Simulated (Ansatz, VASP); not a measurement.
# One calculation of CdSe, two programs

```
Cd Se
1.0
     0.00000    3.09841    3.09841
     3.09841    0.00000    3.09841
     3.09841    3.09841    0.00000
Cd Se
1 1
Direct
  0.00000 0.00000 0.00000
  0.75000 0.75000 0.75000
```

Alike in both runs: task relaxation of cell and atoms; functional PBE; dispersion D3(BJ); k mesh 10 × 10 × 10; occupations gaussian, width 0.02 eV; no spin polarisation.

```csv
,VASP,Ansatz
version,VASP 6.6.1,Ansatz 0.2.0
potentials or method,"VASP PAW PBE potentials, release 64 (Cd, Se)","scalar-relativistic, plane waves, PAW"
plane-wave cutoff (eV),600,420
valence electrons in the cell,18,36
```

|  | VASP | Ansatz | Ansatz less VASP |
| --- | --- | --- | --- |
| gap on the k mesh at the Fermi level, each at its own relaxed structure (eV) | 0.57 | 0.58 | +0.011 |
| relaxed volume (Å³/atom) | 28.69 | 28.53 | -0.153 |
| relaxed cell length with the largest relative difference (Å) | 4.329 | 4.321 | -0.0077 |
| energy change over the relaxation (meV/atom) | -6 | -7 | -1.6 |

The two sets of potentials don't hold the same shells in valence.

PBE gaps usually lie below the measured ones, often by a third to a half.
